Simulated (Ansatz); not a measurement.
**CdSe: a single-point run**

Aim: a sound single-point run of CdSe. The structure is shown as the input types it. The cell is built on a prototype (NiAs type) and needn't be the phase found in nature.

Program: Ansatz 0.2.0. Level of theory: density functional or hybrid calculation with the settings of its input, plane waves (as first typed). These are calculated values, not measurements.

2 further runs of the same task are left out: 2 that didn't finish.

**1. The system as given**

It takes space group P6_3/mmc (No. 194, hexagonal). Conventional cell: a = 4.019 Å, b = 4.019 Å, c = 6.659 Å, α = 90.00°, β = 90.00°, γ = 120.00°. Cd (site symmetry -3m) is surrounded by 6 Se at 2.86 Å. Se (site symmetry -6m2) is surrounded by 6 Cd at 2.86 Å.

Coordinates:

```
Cd Se
1.0
     4.01935    0.00000    0.00000
    -2.00968    3.48086    0.00000
     0.00000    0.00000    6.65873
Cd Se
2 2
Direct
  0.00000 0.00000 0.00000
  0.00000 0.00000 0.50000
  0.33333 0.66667 0.25000
  0.66667 0.33333 0.75000
```

**2. Input and run**

input.yaml

```yaml
crystal:
  lattice:
    - [4.0193504367, 0.0, 0.0]
    - [-2.0096752184, 3.4808595849, 0.0]
    - [0.0, 0.0, 6.6587297966]
  atoms:
    - { symbol: Cd, position: [0.0, 0.0, 0.0] }
    - { symbol: Cd, position: [0.0, 0.0, 0.5] }
    - { symbol: Se, position: [0.3333333333, 0.6666666667, 0.25] }
    - { symbol: Se, position: [0.6666666667, 0.3333333333, 0.75] }
kpoints:
  mp_grid: { grid: [6, 6, 2] }
hamiltonian:
  xc: hse06
scf:
  occupations: { method: fermi_dirac, width: 0.02 }
  n_extra_bands: 5
  max_iter: 94
output:
  forces: true
  stress: true
  eigenvalues: true
basis:
  ecutwfc: 80
```

Launch:

```
$ ansatz run input.yaml --threads 4 --pin off --max-ram 3686MiB --backend cpu --events-out ev --progress --plain --runs-dir out
```

**Question.** How will this run end, and is anything wrong with its input?

The program finished normally, with warnings (cutoff below recommended, filled band counts differ across k points, stress exchange threshold loose). It gives a pressure of 244 GPa, which is large; a structure far from rest gives such values too, whatever the setting.

The suspect setting: basis.ecutwfc is 80. The cutoff lies far under what these potentials need. The potentials' recommended cutoff is 420 eV.

The test: delete basis.ecutwfc (the default then holds).
